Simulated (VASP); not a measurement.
## A VASP 6.6.1 single-point calculation on KCl

INCAR

```
PREC = Accurate
LWAVE = .FALSE.
ISMEAR = 0
NSW = 0
LASPH = .TRUE.
IBRION = -1
LREAL = .FALSE.
EDIFF = 1E-7
NBANDS = 15
NELM = 120
ISIF = 2
ENCUT = 520
ALGO = Normal
LCHARG = .FALSE.
METAGGA = R2SCAN
SIGMA = 0.01
```

KPOINTS

```
KPOINTS created by Atomic Simulation Environment
0
Monkhorst-Pack
6 6 6
0 0 0
```

POSCAR

```
K  Cl
 1.0000000000000000
     0.0000000000000000    3.6826469720000001    3.6826469720000001
     3.6826469720000001    0.0000000000000000    3.6826469720000001
     3.6826469720000001    3.6826469720000001    0.0000000000000000
 K   Cl
   1   1
Cartesian
  0.0000000000000000  0.0000000000000000  0.0000000000000000
  1.8413234860000001  1.8413234860000001  1.8413234860000001
```

The recommended PBE PAW datasets give the neutral cell 16 valence electrons.

Command

```
mpirun -np 1 vasp_std
```

OSZICAR

```
N       E                     dE             d eps       ncg     rms          rms(c)
DAV:   1     0.885972700974E+02    0.88597E+02   -0.65723E+03   840   0.910E+02
DAV:   2    -0.112432475768E+02   -0.99841E+02   -0.90230E+02  1099   0.225E+02
DAV:   3    -0.201487980222E+02   -0.89056E+01   -0.88423E+01  1127   0.570E+01
DAV:   4    -0.205947021171E+02   -0.44590E+00   -0.44568E+00  1431   0.115E+01
DAV:   5    -0.205978790883E+02   -0.31770E-02   -0.31769E-02  1162   0.117E+00    0.325E+00
DAV:   6    -0.161668964885E+02    0.44310E+01   -0.12851E+00  1043   0.913E+00    0.254E+00
DAV:   7    -0.161086984380E+02    0.58198E-01   -0.35237E-01  1197   0.311E+00    0.155E+00
DAV:   8    -0.161396403489E+02   -0.30942E-01   -0.19189E-02   985   0.110E+00    0.527E-01
DAV:   9    -0.161582747902E+02   -0.18634E-01   -0.12241E-02  1022   0.824E-01    0.262E-01
DAV:  10    -0.161622358940E+02   -0.39611E-02   -0.37054E-03  1008   0.348E-01    0.976E-02
DAV:  11    -0.161624769083E+02   -0.24101E-03   -0.57473E-04  1050   0.173E-01    0.156E-02
DAV:  12    -0.161625394680E+02   -0.62560E-04   -0.81933E-05   924   0.566E-02    0.965E-03
DAV:  13    -0.161625411251E+02   -0.16571E-05   -0.41181E-06  1135   0.139E-02    0.174E-03
DAV:  14    -0.161625411438E+02   -0.18734E-07   -0.43617E-07  1050   0.561E-03
   1 F= -.16162541E+02 E0= -.16162541E+02  d E =-.801044E-26
```

From OUTCAR

```
k-points           NKPTS =     28   k-points in BZ     NKDIM =     28   number of bands    NBANDS=     15

   NELECT =      16.0000    total number of electrons

   dimension x,y,z NGX =    40 NGY =   40 NGZ =   40
   dimension x,y,z NGXF=    80 NGYF=   80 NGZF=   80

  energy-cutoff  :      520.00
  volume of cell :       99.89
      direct lattice vectors                 reciprocal lattice vectors
     0.000000000  3.682646972  3.682646972    -0.135771906  0.135771906  0.135771906
     3.682646972  0.000000000  3.682646972     0.135771906 -0.135771906  0.135771906
     3.682646972  3.682646972  0.000000000     0.135771906  0.135771906 -0.135771906

 k-points in reciprocal lattice and weights: KPOINTS created by Atomic Simulation Env
   0.08333333  0.08333333  0.08333333       0.009
   0.25000000  0.08333333  0.08333333       0.028
   0.41666667  0.08333333  0.08333333       0.028
  -0.41666667  0.08333333  0.08333333       0.028
  -0.25000000  0.08333333  0.08333333       0.028
  -0.08333333  0.08333333  0.08333333       0.028
   0.25000000  0.25000000  0.08333333       0.028
   0.41666667  0.25000000  0.08333333       0.056
   ...

 E-fermi :  -3.8025

 k-point     1 :       0.0833    0.0833    0.0833
  band No.  band energies     occupation
      1     -32.6786      2.00000
      2     -16.1230      2.00000
      3     -15.3830      2.00000
      4     -15.3830      2.00000
      5     -15.3706      2.00000
      6      -3.9063      2.00000
      7      -3.8851      2.00000
      8      -3.8851      2.00000
      9       1.3236      0.00000
     10       5.8690      0.00000
     11       5.8690      0.00000
     12       6.6522      0.00000
     13       6.9036      0.00000
     14       6.9036      0.00000
     15       7.4550      0.00000

 k-point     2 :       0.2500    0.0833    0.0833
  band No.  band energies     occupation
      1     -32.6783      2.00000
      2     -16.1697      2.00000
      3     -15.3863      2.00000
      4     -15.3841      2.00000
      5     -15.3182      2.00000
      6      -3.9871      2.00000
      7      -3.8894      2.00000
      8      -3.8801      2.00000
      9       1.8021      0.00000
     10       5.4774      0.00000
     11       5.5928      0.00000
     12       6.3022      0.00000
     13       6.8600      0.00000
     14       7.0954      0.00000
     15       7.2352      0.00000

 k-point     3 :       0.4167    0.0833    0.0833
  band No.  band energies     occupation
      1     -32.6777      2.00000
      2     -16.2315      2.00000
      3     -15.3897      2.00000
      4     -15.3868      2.00000
      5     -15.2488      2.00000
      6      -4.0925      2.00000
      7      -3.8907      2.00000
      8      -3.8755      2.00000
      9       2.7438      0.00000
     10       4.6691      0.00000
     11       5.3922      0.00000
     12       5.5658      0.00000
     13       6.9627      0.00000
     14       7.1020      0.00000
     15       7.1155      0.00000

 ...

  Total       -0.7982910     -0.7982910     -0.7982910      0.0000000      0.0000000      0.0000000
  in kB      -12.8044687    -12.8044687    -12.8044687      0.0000000      0.0000000      0.0000000
  external PRESSURE =     -12.8044687 kB  Pullay stress =       0.0000000 kB

 POSITION                                       TOTAL-FORCE (eV/Angst)
 -----------------------------------------------------------------------------------
      0.00000      0.00000      0.00000         0.000000     -0.000000      0.000000
      1.84132      1.84132      1.84132        -0.000000      0.000000     -0.000000
 -----------------------------------------------------------------------------------
    total drift:                               -0.000000     -0.000000     -0.000000

  FREE ENERGIE OF THE ION-ELECTRON SYSTEM (eV)
  ---------------------------------------------------
  free  energy   TOTEN  =       -16.1625411438 eV

  energy  without entropy=      -16.1625411438  energy(sigma->0) =      -16.16254114
```

It converged. Results: gap between bands v and c on the k mesh 5.20 eV; least direct gap on the k mesh 5.21 eV; pressure -1.3 GPa. Band v is the last that the valence electrons fill when counted band by band, and c is the next.

The shifted mesh misses Γ, so a band edge there is missed.

For comparison, a separate r²SCAN run of the intended cell, on usual settings and not on those above, gives a gap of 5.10 eV on its mesh and a pressure of -1.3 GPa.

The run above took about 1.7 min on one core of a shared host (Intel Xeon Platinum 8488C) and held 0.26 GiB at most.
